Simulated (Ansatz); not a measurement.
# C, C2 sheet, C4 slab and more: relaxing cell and atoms, single point and relaxing the atoms, part 2 of 2

The task, for C, C2 sheet, C4 slab and more: 6 runs in a chain (relaxing cell and atoms, single point and relaxing the atoms).

Ansatz 0.2.0; DFT PBE+D3(BJ), scalar-relativistic, plane waves, PAW. The steps go on from the part before.

### 4 Relaxing the atoms: C4 slab

input.yaml

```yaml
crystal:
  lattice:
    - [2.46, 0.0, 0.0]
    - [-1.23, 2.1304224933, 0.0]
    - [0.0, 0.0, 21.35]
  atoms:
    - { symbol: C, position: [0.0, 0.0, 0.5784543326] }
    - { symbol: C, position: [0.3333333333, 0.6666666667, 0.5784543326] }
    - { symbol: C, position: [0.0, 0.0, 0.4215456674] }
    - { symbol: C, position: [0.6666666667, 0.3333333333, 0.4215456674] }
scf:
  occupations: { method: gaussian, width: 0.05 }
output:
  forces: true
hamiltonian:
  xc: pbe
  dispersion: d3bj
kpoints:
  mp_grid: { grid: [12, 12, 1] }
relax:
  f_tol: 0.003
  max_steps: 40
```

On the command line:

```bash
$ ansatz run input.yaml --threads 8 --pin off --max-ram 14336MiB --backend cpu --events-out ev --progress --plain --runs-dir out
```

The log of the run, cut to the lines that bear on the results:

```text
Warning: RAYON_NUM_THREADS=8 ignored (pool sized by the plan → 8); use --threads N
[...]
Pseudopotentials: kind: paw
Pseudopotential: C, paw, valence charge 4, recommended cutoff 420 eV (normal), C.paw.azcp
Functional definition: PBE
[...]
Crystal: 4 atoms, lattice volume = 111.892 Å³
Basis set: ecut = 420 eV, 2117 PW (Γ), exchange–correlation on 36×36×288 points (8 copies of the dense FFT grid, shifted against one another)
Bands: 12, of which v1, the nominal top of the filled ones, is band 8 counted from 1 (7 counted from 0)
Symmetry: 12 space group operations
Space group: P-3m1 (ITA 164), of the structure as read, at distance tolerance 4.8e-5 Å
k-points: 19 of 144
[...]
SCF iter   1: F=—  HF=-1004.213162 eV  |F-HF|=—  |Δ(HF+E_count)|=         —  Δρ=1.86e-3  dr2=5.34e-3  ethr=1.77e-3  ⟨swp⟩=6.5  Hψ=1582  notcnv=0
[...]
SCF converged after 2 iterations
Free energy (F): -1004.213817 eV
[...]
E sigma→0 (E₀):  -1004.213425 eV
Entropy (-TS):   -0.000784 eV (-0.196 meV/atom)
Fermi energy:    -0.704610 eV
[...]
--- Forces (eV/Å), atoms counted from 1 ---
  atom   1  C      0.00000000    -0.00000000     0.00092913
  atom   2  C      0.00000000     0.00000000    -0.00248108
  atom   3  C     -0.00000000     0.00000000    -0.00092913
  atom   4  C      0.00000000    -0.00000000     0.00248108
[...]
--- Relaxed structure (4 steps of the walk, 3 accepted, 0 SCFs on fresh bases) ---
  F+E_penalty+E_count = -1004.21381711 eV   max|allowed force component| = 2.481e-3 eV/Å
  atoms:
    - { symbol: C, position: [5.346079353382951e-19, -9.64280691022108e-34, 0.5792865823201871] }
    - { symbol: C, position: [0.3333333333333333, 0.6666666666666667, 0.5793256326811216] }
    - { symbol: C, position: [-5.346079353382948e-19, 1.4464210365331617e-33, 0.4207134176798129] }
    - { symbol: C, position: [0.6666666666666667, 0.3333333333333333, 0.4206743673188784] }
```

Run time: 1.1 s. Hardware: 8 threads of Arm Neoverse V1, shared host; peak memory 0.39 GiB.

Step by step:

```
step  energy from step 1 (eV/cell)  largest force component (eV/Å)
   1                        0.0000                          0.0184
   2                        0.0006                          0.0159
   3                       -0.0002                          0.0025
   4                       -0.0002                          0.0025
```

Step 1 is the start. Step 2 was tried and not accepted.

### 5 Relaxing the atoms

input.yaml

```yaml
crystal:
  lattice:
    - [2.46, 0.0, 0.0]
    - [-1.23, 2.1304224933, 0.0]
    - [0.0, 0.0, 24.7]
  atoms:
    - { symbol: C, position: [0.0, 0.0, 0.6356275304] }
    - { symbol: C, position: [0.3333333333, 0.6666666667, 0.6356275304] }
    - { symbol: C, position: [0.0, 0.0, 0.5] }
    - { symbol: C, position: [0.6666666667, 0.3333333333, 0.5] }
    - { symbol: C, position: [0.0, 0.0, 0.3643724696] }
    - { symbol: C, position: [0.3333333333, 0.6666666667, 0.3643724696] }
scf:
  occupations: { method: gaussian, width: 0.05 }
output:
  forces: true
hamiltonian:
  xc: pbe
  dispersion: d3bj
kpoints:
  mp_grid: { grid: [12, 12, 1] }
relax:
  f_tol: 0.003
  max_steps: 40
```

On the command line:

```bash
$ ansatz run input.yaml --threads 8 --pin off --max-ram 14336MiB --backend cpu --events-out ev --progress --plain --runs-dir out
```

The log of the run, cut to the lines that bear on the results:

```text
[...]
relax step   3: F+E_penalty+E_count = -1506.37610210 eV  Δ(F+E_penalty+E_count) = -1.257e-4 eV  max|allowed force component| = 5.748e-4 eV/Å  Δτ_max = 0.0191 Å  (6 SCF iters, accepted)
SCF converged after 6 iterations
Free energy (F): -1506.376102 eV
[...]
E sigma→0 (E₀):  -1506.375329 eV
Entropy (-TS):   -0.001546 eV (-0.258 meV/atom)
Fermi energy:    0.344903 eV
[...]
--- Forces (eV/Å), atoms counted from 1 ---
  atom   1  C     -0.00000000     0.00000000     0.00020255
  atom   2  C      0.00000000    -0.00000000    -0.00057478
  atom   3  C      0.00000000    -0.00000000     0.00000000
  atom   4  C      0.00000000     0.00000000     0.00000000
  atom   5  C     -0.00000000     0.00000000    -0.00020255
  atom   6  C      0.00000000    -0.00000000     0.00057478
[...]
--- Relaxed structure (3 steps of the walk, 3 accepted, 0 SCFs on fresh bases) ---
  F+E_penalty+E_count = -1506.37610210 eV   max|allowed force component| = 5.748e-4 eV/Å
  atoms:
    - { symbol: C, position: [-1.2335811384544438e-17, -1.8503717079240046e-17, 0.6368897947102266] }
    - { symbol: C, position: [0.33333333333333326, 0.6666666666666665, 0.6369136158633453] }
    - { symbol: C, position: [-1.2335811384544458e-17, -1.8503717079240068e-17, 0.4999999999999999] }
    - { symbol: C, position: [0.6666666666666667, 0.33333333333333326, 0.4999999999999999] }
    - { symbol: C, position: [-1.233581138454444e-17, -1.850371707924005e-17, 0.3631102052897733] }
    - { symbol: C, position: [0.33333333333333326, 0.6666666666666665, 0.36308638413665456] }
```

It took 1.6 s on 8 threads of Arm Neoverse V1, shared host; peak memory 0.41 GiB.

The relaxation lowered the energy by 0.000 eV over 3 steps; the largest move was 0.03 Å.

### 6 Relaxing the atoms

input.yaml

```yaml
crystal:
  lattice:
    - [2.46, 0.0, 0.0]
    - [-1.23, 2.1304224933, 0.0]
    - [0.0, 0.0, 28.05]
  atoms:
    - { symbol: C, position: [0.0, 0.0, 0.679144385] }
    - { symbol: C, position: [0.3333333333, 0.6666666667, 0.679144385] }
    - { symbol: C, position: [0.0, 0.0, 0.559714795] }
    - { symbol: C, position: [0.6666666667, 0.3333333333, 0.559714795] }
    - { symbol: C, position: [0.0, 0.0, 0.440285205] }
    - { symbol: C, position: [0.3333333333, 0.6666666667, 0.440285205] }
    - { symbol: C, position: [0.0, 0.0, 0.320855615] }
    - { symbol: C, position: [0.6666666667, 0.3333333333, 0.320855615] }
scf:
  occupations: { method: gaussian, width: 0.05 }
output:
  forces: true
hamiltonian:
  xc: pbe
  dispersion: d3bj
kpoints:
  mp_grid: { grid: [12, 12, 1] }
relax:
  f_tol: 0.003
  max_steps: 40
```

On the command line:

```bash
$ ansatz run input.yaml --threads 8 --pin off --max-ram 14336MiB --backend cpu --events-out ev --progress --plain --runs-dir out
```

The log of the run, cut to the lines that bear on the results:

```text
[...]
relax step   4: F+E_penalty+E_count = -2008.54262699 eV  Δ(F+E_penalty+E_count) = -4.999e-6 eV  max|allowed force component| = 2.757e-3 eV/Å  Δτ_max = 0.0019 Å  (7 SCF iters, accepted)
SCF converged after 7 iterations
Free energy (F): -2008.542627 eV
[...]
E sigma→0 (E₀):  -2008.541864 eV
Entropy (-TS):   -0.001526 eV (-0.191 meV/atom)
Fermi energy:    1.143425 eV
[...]
--- Forces (eV/Å), atoms counted from 1 ---
  atom   1  C      0.00000000    -0.00000000    -0.00275732
  atom   2  C      0.00000000     0.00000000     0.00275436
  atom   3  C      0.00000000     0.00000000     0.00095993
  atom   4  C     -0.00000000    -0.00000000    -0.00074261
  atom   5  C      0.00000000    -0.00000000    -0.00095993
  atom   6  C     -0.00000000     0.00000000     0.00074261
  atom   7  C      0.00000000     0.00000000     0.00275732
  atom   8  C      0.00000000    -0.00000000    -0.00275436
[...]
--- Relaxed structure (4 steps of the walk, 3 accepted, 0 SCFs on fresh bases) ---
  F+E_penalty+E_count = -2008.54262699 eV   max|allowed force component| = 2.757e-3 eV/Å
  atoms:
    - { symbol: C, position: [9.408632911922767e-19, 3.857122764088431e-33, 0.6802592179471999] }
    - { symbol: C, position: [0.3333333333333333, 0.6666666666666667, 0.6802783790895119] }
    - { symbol: C, position: [3.7580651949982706e-19, 3.857122764088431e-33, 0.560160089756032] }
    - { symbol: C, position: [0.6666666666666667, 0.3333333333333333, 0.5601516657764931] }
    - { symbol: C, position: [-3.7580651949982745e-19, -3.857122764088431e-33, 0.43983991024396785] }
    - { symbol: C, position: [0.3333333333333333, 0.6666666666666667, 0.4398483342235068] }
    - { symbol: C, position: [-9.40863291192277e-19, -3.857122764088431e-33, 0.3197407820527997] }
    - { symbol: C, position: [0.6666666666666667, 0.3333333333333333, 0.3197216209104879] }
```

It took 2.2 s on 8 threads of Arm Neoverse V1, shared host; peak memory 0.53 GiB.

The relaxation lowered the energy by 0.000 eV over 4 steps; the largest move was 0.03 Å.

### 7 Relaxing the atoms

input.yaml

```yaml
crystal:
  lattice:
    - [2.46, 0.0, 0.0]
    - [-1.23, 2.1304224933, 0.0]
    - [0.0, 0.0, 34.75]
  atoms:
    - { symbol: C, position: [0.0, 0.0, 0.7410071942] }
    - { symbol: C, position: [0.3333333333, 0.6666666667, 0.7410071942] }
    - { symbol: C, position: [0.0, 0.0, 0.6446043165] }
    - { symbol: C, position: [0.6666666667, 0.3333333333, 0.6446043165] }
    - { symbol: C, position: [0.0, 0.0, 0.5482014388] }
    - { symbol: C, position: [0.3333333333, 0.6666666667, 0.5482014388] }
    - { symbol: C, position: [0.0, 0.0, 0.4517985612] }
    - { symbol: C, position: [0.6666666667, 0.3333333333, 0.4517985612] }
    - { symbol: C, position: [0.0, 0.0, 0.3553956835] }
    - { symbol: C, position: [0.3333333333, 0.6666666667, 0.3553956835] }
    - { symbol: C, position: [0.0, 0.0, 0.2589928058] }
    - { symbol: C, position: [0.6666666667, 0.3333333333, 0.2589928058] }
scf:
  occupations: { method: gaussian, width: 0.05 }
output:
  forces: true
hamiltonian:
  xc: pbe
  dispersion: d3bj
kpoints:
  mp_grid: { grid: [12, 12, 1] }
relax:
  f_tol: 0.003
  max_steps: 40
```

On the command line:

```bash
$ ansatz run input.yaml --threads 8 --pin off --max-ram 14336MiB --backend cpu --events-out ev --progress --plain --runs-dir out
```

The log of the run, cut to the lines that bear on the results:

```text
Warning: RAYON_NUM_THREADS=8 ignored (pool sized by the plan → 8); use --threads N
[...]
[... 3 set-up lines as earlier in the session ...]
[...]
Crystal: 12 atoms, lattice volume = 182.119 Å³
Basis set: ecut = 420 eV, 3435 PW (Γ), exchange–correlation on 36×36×480 points (8 copies of the dense FFT grid, shifted against one another)
Bands: 36, of which v1, the nominal top of the filled ones, is band 24 counted from 1 (23 counted from 0)
[... 1 set-up line as earlier in the session ...]
Space group: P-3m1 (ITA 164), of the structure as read, at distance tolerance 5.7e-5 Å
k-points: 19 of 144
[...]
SCF iter   1: F=—  HF=-3012.872858 eV  |F-HF|=—  |Δ(HF+E_count)|=         —  Δρ=2.25e-3  dr2=1.38e-2  ethr=1.77e-3  ⟨swp⟩=14.2  Hψ=4845  notcnv=0  defer=12
[...]
    - { symbol: C, position: [0.3333333333333332, 0.6666666666666665, 0.7422433529543183] }
    - { symbol: C, position: [5.875009850773362e-32, 4.6847970238824044e-32, 0.6452581629036307] }
    - { symbol: C, position: [0.6666666666666667, 0.3333333333333332, 0.6452505264423473] }
    - { symbol: C, position: [-6.745565233963478e-33, 2.008918106296066e-34, 0.548251537823041] }
    - { symbol: C, position: [0.3333333333333332, 0.6666666666666665, 0.5482587150320521] }
    - { symbol: C, position: [6.410698230539954e-34, -1.7276695714146084e-33, 0.45174846217695885] }
    - { symbol: C, position: [0.6666666666666667, 0.3333333333333332, 0.45174128496794774] }
    - { symbol: C, position: [-8.167093597726048e-32, -6.488805483336265e-32, 0.3547418370963692] }
    - { symbol: C, position: [0.3333333333333332, 0.6666666666666665, 0.3547494735576527] }
    - { symbol: C, position: [2.5324800440974344e-32, 4.2629242215602343e-32, 0.2577768733980788] }
    - { symbol: C, position: [0.6666666666666667, 0.3333333333333332, 0.2577566470456816] }
```

It took 5.4 s on 8 threads of Arm Neoverse V1, shared host; peak memory 0.68 GiB.

Relaxation path:

```csv
step,energy from step 1 (eV/cell),largest force component (eV/Å)
1,0.0000,0.0152
2,0.0004,0.0147
3,-0.0002,0.0046
4,-0.0001,0.0178
5,-0.0003,0.0015
6,-0.0003,0.0005
```

Step 1 is the start. Steps 2, 4 were tried and not accepted.

### 8 Results

What follows sums up all 2 parts.

| step | system | k mesh | energy (eV) | gap on the mesh (eV) | time |
| --- | --- | --- | --- | --- | --- |
| 2 | C | 12×12×4 | -1004.333 | 0.00 | 1.9 s |
| 3 | C2 sheet | 12×12×1 | -502.055 | n/a | 0.31 s |
| 4 | C4 slab | 12×12×1 | -1004.213 | n/a | 1.1 s |
| 5 | C6 slab | 12×12×1 | -1506.375 | n/a | 1.6 s |
| 6 | C8 slab | 12×12×1 | -2008.542 | n/a | 2.2 s |
| 7 | C12 slab | 12×12×1 | -3012.873 | n/a | 5.4 s |

Totals of different systems or levels have different zeros; only balanced differences at one level mean anything.

| quantity | value |
| --- | --- |
| relaxed cell, step 2 | a = 2.465 Å, b = 2.465 Å, c = 6.721 Å, α = 90.00°, β = 90.00°, γ = 120.00° |

**Reading.** A measured lattice constant a of C is 2.464 Å (quoted in “The phonon dispersion of graphite by inelastic x-ray scattering”, 2007, arxiv:0705.2418); the calculated 2.465 Å misses it by 0.0 %. 2 values of this kind are on record in papers (2.463 to 2.464 Å); this one was drawn at random among those near their median. Measured lattice constant c of C: 6.711 Å (quoted in “The phonon dispersion of graphite by inelastic x-ray scattering”, 2007, arxiv:0705.2418). This calculation gives 6.721 Å (+0.1 %). 2 values of this kind are on record in papers (6.711 to 6.712 Å); this one was drawn at random among those near their median. That is the cell relaxed with PBE+D3(BJ), without thermal expansion or zero-point motion.
